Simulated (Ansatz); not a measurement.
# Preparing GaP (F-43m) as a host crystal

Before any defect goes in: GaP (F-43m) at rest, and how it screens a charge.

Program: Ansatz 0.2.0. Level of theory: plane-wave PAW DFT, PBEsol; relaxation of the host's cell and atoms; PAW set soft_1, in the first sound run; inputs show where later runs differ. Results are calculated unless marked as measured.

## 1. Set-up

It takes space group F-43m (No. 216, cubic). The conventional cell has a = 5.452 Å, b = 5.452 Å, c = 5.452 Å, α = 90.00°, β = 90.00°, γ = 90.00°. Ga has 4 P at 2.36 Å nearest. Nearest to P lie 4 Ga at 2.36 Å. Farther neighbours are not listed.

## 2. Host cell relaxation

Cell and atoms are relaxed together, until forces and stress fall under their thresholds.

Input file cell/input.yaml:

```yaml
crystal:
  lattice:
    - [0.0, 2.7258125, 2.7258125]
    - [2.7258125, 0.0, 2.7258125]
    - [2.7258125, 2.7258125, 0.0]
  atoms:
    - { symbol: Ga, position: [0.0, 0.0, 0.0] }
    - { symbol: P, position: [0.75, 0.75, 0.75] }
basis:
  ecutwfc: 420
  xc_grid: 2
hamiltonian:
  xc: pbesol
  pseudopotentials: { kind: paw, azcp: { folder: soft_1 }, xc_functional: pbe }
kpoints:
  mp_grid: { grid: [9, 9, 9] }
scf:
  occupations: { method: fixed }
  max_iter: 100
relax:
  f_tol: 0.005
  max_steps: 60
  cell: {}
output:
  forces: true
  stress: true
checkpoint:
  write: "../cell.run"
  compress: false
  write_wavefunctions: false
  write_every: 100000
```

Run with:

```sh
$ ansatz run input.yaml --threads 32 --pin off --max-ram 84787MiB --backend cuda --events-out ev --progress --plain --runs-dir out --max-vram 78GiB
```

Numbers of over 12 decimals in the logs are rounded to 6 here.

What it wrote:

```text
[... repeated set-up lines and file paths are left out, and long positions are rounded to six places ...]
Engine: ansatz 0.2.0, aarch64-unknown-linux-gnu
Pseudopotentials: kind: paw
Pseudopotential: Ga, paw, valence charge 13, recommended cutoff 420 eV (normal), soft_1/Ga.paw.azcp
Pseudopotential: P, paw, valence charge 5, recommended cutoff 420 eV (normal), soft_1/P.paw.azcp
Functional definition: PBEsol
  exchange = pbesol_x
  correlation = pbesol_c
[...]
Crystal: 2 atoms, lattice volume = 40.506 Å³
Basis set: ecut = 420 eV, 749 PW (Γ), exchange–correlation on 54×54×54 points (8 copies of the dense FFT grid, shifted against one another)
Bands: 13, of which v1, the nominal top of the filled ones, is band 9 counted from 1 (8 counted from 0)
Symmetry: 24 space group operations
Space group: F-43m (ITA 216), of the structure as read, at distance tolerance 3.4e-5 Å
k-points: 35 of 729 (time reversal used)
Non-local potential: Ga, projectors of the file, l = 0: 2, l = 1: 2, l = 2: 3, l = 3: 1
Non-local potential: P, projectors of the file, l = 0: 2, l = 1: 2, l = 2: 1
PAW form: soft (Blöchl's): semilocal exchange-correlation on the pseudo side does not see the compensation charge
PAW frozen core: Ga, regenerated for the run's functional, and the local potential with it (the file was generated under x = pbe(κ = 0.804, μ = 0.219515), c = pbe(β = 0.066725))
PAW frozen core: P, regenerated for the run's functional, and the local potential with it (the file was generated under x = pbe(κ = 0.804, μ = 0.219515), c = pbe(β = 0.066725))
PAW one-centre angular grid: Ga, 590 points (default); XC on 64 Gauss nodes
PAW one-centre angular grid: P, 110 points (default); XC on 64 Gauss nodes
Initial density: superposition of atomic densities (chi_scale 0.1, normalization cell, long waves kept (reshape's long-wave potential 0.00 eV rms))
Initial wavefunctions: pseudopotential atomic-orbital guess
[...]
Functional: x = pbesol(κ = 0.804, μ = 0.123457), c = pbesol(β = 0.046)
SCF iter   1: F=—  HF=-4484.213619 eV  |Δ(HF+E_count)|=         —  Δρ=4.46e-2  dr2=6.18e-1  Hψ=2464
preconditioner: auto → none  [insulator: Δε(μ)=1.849 eV  Ē_g=15.282 eV  n_scr=14 (ndim 8)  ℏωp=24.8 eV  f_vac=0.000  ε∞_Penn≈3.6]
SCF iter   2: F=—  HF=-4484.072710 eV  |Δ(HF+E_count)|=   1.41e-1  Δρ=2.10e-2  dr2=9.45e-2  Hψ=838
[...]
SCF iter   7: F=-4484.059836 eV  HF=-4484.059836 eV  |Δ(HF+E_count)|=   5.30e-8  Δρ=3.73e-6  dr2=4.76e-9  Hψ=1643
SCF 1 converged in 7 iterations: F = -4484.059836 eV  dr2 = 4.76e-9
  greatest PAW one-centre occupation: 0.994 electrons in one spin orbital (limit 2), on the Ga atom at site 0 (counted from 0), in its partial waves of l = 2
relax step   1: F+E_penalty+E_count = -4484.05983614 eV  Δ(F+E_penalty+E_count) = +0.000e0 eV  max|allowed force component| = 1.284e-16 eV/Å  Δτ_max = 0.0000 Å  P = -0.586 GPa  Ω = 40.506 Å³  (7 SCF iters, dr2 threshold 1.00e-7 eV, accepted)
[... the SCF cycles and remarks between the steps are left out from here to the last step ...]
relax step   2: F+E_penalty+E_count = -4484.06033700 eV  Δ(F+E_penalty+E_count) = -5.009e-4 eV  max|allowed force component| = 2.660e-17 eV/Å  Δτ_max = 0.0000 Å  P = -0.177 GPa  Ω = 40.308 Å³  energy of the carried Pulay correction = +2.829e-5 eV  (4 SCF iters, dr2 threshold 2.00e-7 eV, accepted)
relax step   3: F+E_penalty+E_count = -4484.06039633 eV  Δ(F+E_penalty+E_count) = -5.933e-5 eV  max|allowed force component| = 3.238e-17 eV/Å  Δτ_max = 0.0000 Å  P = +0.002 GPa  Ω = 40.223 Å³  energy of the carried Pulay correction = +4.054e-5 eV  (3 SCF iters, dr2 threshold 7.87e-8 eV, accepted)
[...]
iter 1 solved again at ethr=1.11e-6 eV; its pass at ethr=3.10e-3 eV (dr2=2.00e-4 eV) is discarded
SCF iter   1: F=—  HF=-4484.060326 eV  |Δ(HF+E_count)|=         —  Δρ=1.25e-5  dr2=5.17e-8  Hψ=3634
eigensolver tolerance schedule: the retry pair's looser diagonalisation over-reported the residual by 3873.72 of it (diagonalisation noise at an unbounded share of the residual, at the tolerance the schedule requests for it); [...]
[...]
SCF iter   2: F=—  HF=-4484.060359 eV  |Δ(HF+E_count)|=   3.26e-5  Δρ=8.40e-6  dr2=1.90e-8  Hψ=887
SCF iter   3: F=—  HF=-4484.060359 eV  |Δ(HF+E_count)|=   9.98e-9  Δρ=3.34e-6  dr2=4.25e-9  Hψ=768
SCF iter   4: F=—  HF=-4484.060359 eV  |Δ(HF+E_count)|=   3.03e-9  Δρ=8.35e-7  dr2=1.19e-10  Hψ=769
SCF iter   5: F=-4484.060359 eV  HF=-4484.060359 eV  |Δ(HF+E_count)|=  2.73e-12  Δρ=3.12e-7  dr2=1.95e-11  Hψ=3481
SCF 4 converged in 5 iterations: F = -4484.060359 eV  dr2 = 1.95e-11
relax step   4: F+E_penalty+E_count = -4484.06035884 eV  Δ(F+E_penalty+E_count) = +3.749e-5 eV  max|allowed force component| = 3.643e-17 eV/Å  Δτ_max = 0.0000 Å  P = +0.002 GPa  Ω = 40.223 Å³  stress off target by 1.60e-3 GPa  SCF on the basis re-selected at this cell (its energy is not comparable with the rows above)  (5 SCF iters)
basis re-selected at this cell: Δ(F+E_penalty+E_count) = +3.749e-5 eV, ΔP = -0.000 GPa vs the last step (what re-selecting the basis moved, of the pressure what is left beyond the Pulay correction that the steps carried, after the strain that the cell walked [...]
SCF converged after 5 iterations
Free energy (F): -4484.060359 eV
Harris-Foulkes:  -4484.060359 eV  (|F-HF|=1.00e-11)
Internal energy: -4484.060359 eV  (E = F + TS)
E sigma→0 (E₀):  -4484.060359 eV
Fermi energy:    7.061740 eV
--- Per-component energies (eV) ---
  E_band       = -59.360827
  E_kinetic    = 180.833670
  E_local      = -1672.495382  (includes V_loc(G=0)·N_el)
  E_nonlocal   = -59.186824
  E_hartree    = 1012.201424
  E_xc         = -135.180445
  E_vxc        = -117.378547  (∫ρ·V_xc dr)
  E_paw        = -2495.693859  (= ΣΔE_a)
  E_vpaw       = -415.536324  (= ΣTr[D̂ρ^β])
  E_aug_tail   = -0.000226  (compensation charges beyond the density's cutoff)
  E_ewald      = -1315.447792
  E_core_change = 0.909075  (= ΣΔE_core)
  E_smearing   = -0.000000  (= −TS)
  E_closure    = -0.000000  (closes the sum)
  Σ components = -4484.060359   (vs F -4484.060359, Δ=0.00e0)
--- Forces (eV/Å), atoms counted from 1 ---
  atom   1  Ga    -0.00000000    -0.00000000    -0.00000000
  atom   2  P      0.00000000    -0.00000000    -0.00000000
  max |Σ_I F_I| component: 1.40e-16 eV/Å
--- Stress (GPa, compression-positive) ---
        0.001597       0.000000      -0.000000
       -0.000000       0.001597       0.000000
        0.000000       0.000000       0.001597
  P = ⅓ Tr σ = 0.0016 GPa (0.016 kbar)
--- Band table (eV; the first three rows and the last of 35) ---
  k-point 0: bands = ["-7.5010", "-7.5010", "-7.5010", "-7.3992", [... 5 left out ...] "8.8583", "10.8795", "10.8795", "10.8795"]
  k-point 1: bands = ["-7.5125", "-7.4971", "-7.4971", "-7.3993", [... 5 left out ...] "9.4581", "11.1701", "11.1701", "11.3107"]
  [... further k-points left out ...]
--- Relaxed structure (3 steps of the walk, 3 accepted, 1 SCFs on fresh bases) ---
  F+E_penalty+E_count = -4484.06035884 eV   max|allowed force component| = 3.643e-17 eV/Å   (the final SCF, on the basis selected at the relaxed cell)
  cell:  # Å, volume = 40.2226 Å³
    - [0, 2.719443, 2.719443]
    - [2.719443, 0, 2.719443]
    - [2.719443, 2.719443, 0]
  atoms:
    - { symbol: Ga, position: [0, 0, 0] }
    - { symbol: P, position: [0.750000, 0.750000, 0.750000] }
```

Run time: 1.6 s. Hardware: 1 × NVIDIA GB200 with 32 threads of Arm Neoverse V2, shared host; peak memory 1 GiB; 4.8 s of CPU time.

The steps of the relaxation:

```
step  energy less that of the first step (eV)  largest force component (eV/Å)  pressure (GPa)  volume (Å³)
   1                                   0.0000                          0.0000           -0.59        40.51
   2                                  -0.0005                          0.0000           -0.18        40.31
   3                                  -0.0006                          0.0000            0.00        40.22
  4*                                  -0.0005                          0.0000            0.00        40.22
```

Relaxation steps marked * repeat the geometry before them on a plane-wave basis chosen anew for their cell, so energy and pressure can jump there.

Forces are held to the 24 operations that the run works with; a distortion that breaks them can't arise in this run.

```
conventional cell, symmetrised  before  after  change
                         a (Å)   5.452  5.439  -0.2 %
                         b (Å)   5.452  5.439  -0.2 %
                         c (Å)   5.452  5.439  -0.2 %
              volume (Å³/atom)   20.25  20.11  -0.7 %
```

The relaxed structure:

```
Ga P
1.0
     0.00000    2.71944    2.71944
     2.71944    0.00000    2.71944
     2.71944    2.71944    0.00000
Ga P
1 1
Cartesian
  0.0000 0.0000 0.0000
  4.0792 4.0792 4.0792
```

This step gave:

```
pressure : 0.001597 GPa
```

The relaxation ends with a pressure of 0.00 GPa.

## 3. Dielectric tensors of the host

The response to a uniform electric field gives the electronic dielectric tensor.

This step: plane-wave PAW DFPT, PBEsol; dielectric tensors, Born charges and zone-centre modes of the host; PAW set soft_1 (Ansatz 0.2.0).

Input file eps/input.yaml:

```yaml
crystal:
  lattice:
    - [0.0, 2.7194432615, 2.7194432615]
    - [2.7194432615, 0.0, 2.7194432615]
    - [2.7194432615, 2.7194432615, 0.0]
  atoms:
    - { symbol: Ga, position: [0.0, 0.0, 0.0] }
    - { symbol: P, position: [0.75, 0.75, 0.75] }
basis:
  ecutwfc: 420
hamiltonian:
  xc: pbesol
  pseudopotentials: { kind: paw, azcp: { folder: soft_1 }, xc_functional: pbe }
kpoints:
  mp_grid: { grid: [8, 8, 8] }
scf:
  occupations: { method: fixed }
  max_iter: 100
phonons:
  method: dfpt
  dielectric: true
  rigid_motions: translations
```

What it wrote:

```text
[...]
device memory: the entry about to start is reckoned to put 1.4 GiB on a device that reports 173.1 GiB free (of which the cap on the GPU budget leaves the run 78.0 GiB)
GPU FFT provider: cuFFT
GPU libraries: cuBLAS 13.8.1, cuFFT 12.4.0, cuSOLVER 12.3.2
GPU matrix products: emulated (plane waves: as basis.precision tells), large ones in fixed point in workspaces of 1.00 GiB
Crystal: 2 atoms, lattice volume = 40.223 Å³
Basis set: ecut = 420 eV, 749 PW (Γ), exchange–correlation on 54×54×54 points (8 copies of the dense FFT grid, shifted against one another)
Bands: 13, of which v1, the nominal top of the filled ones, is band 9 counted from 1 (8 counted from 0)
Symmetry: 24 space group operations
k-points: 95 of 512 (irreducible under 4 space group operations, time reversal used)
[...]
GPU buffer pool allocated for 19683 grid points (all kernels)
GPU transforms: local potential and band sums: pruned to the plane-wave sphere, on 25×25×25
[...]
SCF iter   1: F=—  HF=-4484.214727 eV  |Δ(HF+E_count)|=         —  Δρ=4.49e-2  dr2=6.24e-1  Hψ=6682
[...]
SCF iter   8: F=-4484.058787 eV  HF=-4484.058787 eV  |Δ(HF+E_count)|=   2.67e-9  Δρ=2.56e-7  dr2=1.71e-11  Hψ=10408
SCF 1 converged in 8 iterations: F = -4484.058787 eV  dr2 = 1.71e-11
[...]
the response reads at least the filled bands of the reference SCF and the lowest empty band at each k-point, and that SCF's band table does not vouch for those bands. The notice of the band table in this run's record says why
DFPT response loops at Γ: preconditioner auto → none (the input reference at scf.mixing.eps_inf says where Resta's filter doesn't serve); β = 0.50; Broyden in place of MSR1
── the response to a field inside a basis, on 10×10×10 k-points: an SCF that follows is theirs, and a resumed run solves both again ──
Bands: 10, of which v1, the nominal top of the filled ones, is band 9 counted from 1 (8 counted from 0)
k-points: 110
[...]
Eigensolver: Dense (110 Hₖ)
SCF iter   1: F=—  HF=-4484.060699 eV  |Δ(HF+E_count)|=         —  Δρ=1.61e-4  dr2=9.25e-6
[...]
SCF iter   4: F=-4484.060696 eV  HF=-4484.060696 eV  |Δ(HF+E_count)|=   7.00e-8  Δρ=8.23e-6  dr2=2.42e-8
SCF 1 converged in 4 iterations: F = -4484.060696 eV  dr2 = 2.42e-8
[...]
WARN: field response: ε∞ stands inside a basis, on 10×10×10 points; [...]
SCF converged after 8 iterations
Free energy (F): -4484.058787 eV
[...]
Internal energy: -4484.058787 eV  (E = F + TS)
E sigma→0 (E₀):  -4484.058787 eV
Fermi energy:    7.062651 eV
[...]
--- Band table (eV; the first three rows and the last of 95) ---
[...]
[... further k-points left out ...]
--- Phonons (Γ-DFPT): 2 representative perturbations + reference, on 95 of 512 k-points (Σ response iterations 12) ---
  k mesh reduced under 4 symmetry operations, with k and −k counted as one. Each operation leaves every solved perturbation unchanged. A smaller set is not considered because the run solves the response to a homogeneous field
  ASR residual: 2.370e-4 → 0.000e0 eV/Å²; symmetrization residual: 8.691e-7 eV/Å²
  ASR residual per site (eV/Å²): 2.37e-4 9.53e-5
  Γ frequencies (cm⁻¹): 0.00 0.00 0.00 357.11 357.11 357.11
  ε∞ (high-frequency dielectric tensor):
       10.626420     0.000000    -0.000000
        0.000000    10.626420     0.000000
       -0.000000     0.000000    10.626420
  ε⁰ (static dielectric tensor: ions relaxed, cell fixed):
       12.618053     0.000000    -0.000000
        0.000000    12.618053     0.000000
       -0.000000     0.000000    12.618053
  ε⁰ − ε∞ (ionic part):
        1.991633     0.000000    -0.000000
        0.000000     1.991633     0.000000
       -0.000000     0.000000     1.991633
  softest optical mode at Γ: 357.11 cm⁻¹; the repairs (sum rule, projections) moved no ω² at Γ by more than (0.98 cm⁻¹)²
  Born effective charges Z* (e; rows j = field, columns β = displacement):
    site 0:
         2.11013    0.00000    0.00000
        -0.00000    2.11013    0.00000
        -0.00000    0.00000    2.11013
    site 1:
        -2.11013   -0.00000   -0.00000
         0.00000   -2.11013   -0.00000
         0.00000   -0.00000   -2.11013
  Z* charge neutrality: 1.610e-4 e pre-enforcement
  solved inside a basis spanned on kpoints, on 10×10×10 k-points transformed towards the longest dipole: ε∞ is read to err by 2.9e-2, Z* by 1.4e-2 e (field_mesh: kpoints solves on kpoints); Z* is corrected for what the basis lacks
  optical modes at Γ without the LO–TO term, one row a degenerate level:
      ω (cm⁻¹)  modes    IR ((D/Å)²/amu)
        357.11      3            14.3697
  optical modes at Γ + LO–TO along q̂ = [1.0000, 0.0000, 0.0000]:
      ω (cm⁻¹)  modes    IR ((D/Å)²/amu)
        357.11      2             9.5798
        389.14      1             4.7899
  optical modes at Γ + LO–TO along q̂ = [0.0000, 1.0000, 0.0000]:
      ω (cm⁻¹)  modes    IR ((D/Å)²/amu)
        357.11      2             9.5798
        389.14      1             4.7899
  optical modes at Γ + LO–TO along q̂ = [0.0000, 0.0000, 1.0000]:
      ω (cm⁻¹)  modes    IR ((D/Å)²/amu)
        357.11      2             9.5798
        389.14      1             4.7899
```

Wall time 7.3 s (1 × NVIDIA GB200 with 32 threads); peak memory 1.3 GiB; 52 s of CPU time.

Electronic dielectric tensor:

```
10.63  0.00  0.00
 0.00 10.63  0.00
 0.00  0.00 10.63
```

Static dielectric tensor:

```
12.62  0.00  0.00
 0.00 12.62  0.00
 0.00  0.00 12.62
```

The electronic dielectric tensor is isotropic, 10.63. The static dielectric tensor is isotropic, 12.62.

## 4. Host on a dense mesh

This step: plane-wave PAW DFT, PBEsol; single point of the defect-free host, a test of the k-point sampling; PAW set soft_1 (Ansatz 0.2.0).

Input file dense/input.yaml:

```yaml
crystal:
  lattice:
    - [0.0, 2.7194432615, 2.7194432615]
    - [2.7194432615, 0.0, 2.7194432615]
    - [2.7194432615, 2.7194432615, 0.0]
  atoms:
    - { symbol: Ga, position: [0.0, 0.0, 0.0] }
    - { symbol: P, position: [0.75, 0.75, 0.75] }
basis:
  ecutwfc: 420
  xc_grid: 2
hamiltonian:
  xc: pbesol
  pseudopotentials: { kind: paw, azcp: { folder: soft_1 }, xc_functional: pbe }
kpoints:
  mp_grid: { grid: [9, 9, 9] }
scf:
  occupations: { method: fermi_dirac, width: 0.01 }
  max_iter: 100
  lower_state_search: "off"
checkpoint:
  write: "../dense.run"
  compress: false
  write_wavefunctions: false
  write_every: 100000
```

What it wrote:

```text
[...]
GPU FFT provider: cuFFT
GPU libraries: cuBLAS 13.8.1, cuFFT 12.4.0, cuSOLVER 12.3.2
[...]
Crystal: 2 atoms, lattice volume = 40.223 Å³
Basis set: ecut = 420 eV, 749 PW (Γ), exchange–correlation on 54×54×54 points (8 copies of the dense FFT grid, shifted against one another)
Bands: 13, of which v1, the nominal top of the filled ones, is band 9 counted from 1 (8 counted from 0)
Symmetry: 24 space group operations
[...]
k-points: 35 of 729 (time reversal used)
[...]
GPU buffer pool allocated for 19683 grid points (all kernels)
[...]
SCF iter   1: F=—  HF=-4484.215822 eV  |Δ(HF+E_count)|=         —  Δρ=4.48e-2  dr2=6.21e-1  Hψ=3196
[...]
SCF iter   7: F=-4484.060359 eV  HF=-4484.060359 eV  |Δ(HF+E_count)|=   4.15e-8  Δρ=3.84e-6  dr2=4.11e-9  Hψ=1195
SCF 1 converged in 7 iterations: F = -4484.060359 eV  dr2 = 4.11e-9
[...]
SCF converged after 7 iterations
Free energy (F): -4484.060359 eV
[...]
Internal energy: -4484.060359 eV  (E = F + TS)
E sigma→0 (E₀):  -4484.060359 eV
Fermi energy:    7.787137 eV
[...]
```

Wall time 1 s (1 × NVIDIA GB200 with 32 threads); peak memory 1 GiB.

(Continued in part 2 of 2.)

[Logs are printed without paths, hosts, clocks, repeated set-up lines and the standing remarks that a program may print on its own settings, such as how far it seeks lower states.]

[Hosts, paths, dates, database ids (printed as entryN), source tags and the programs' standing remarks are cut or masked in the printed files.]

[Runs of the host that timed out are not shown.]

[For some hosts the program warned that the k-mesh of the response run may be too coarse for force constants and the static dielectric constant; such warnings are not always shown.]
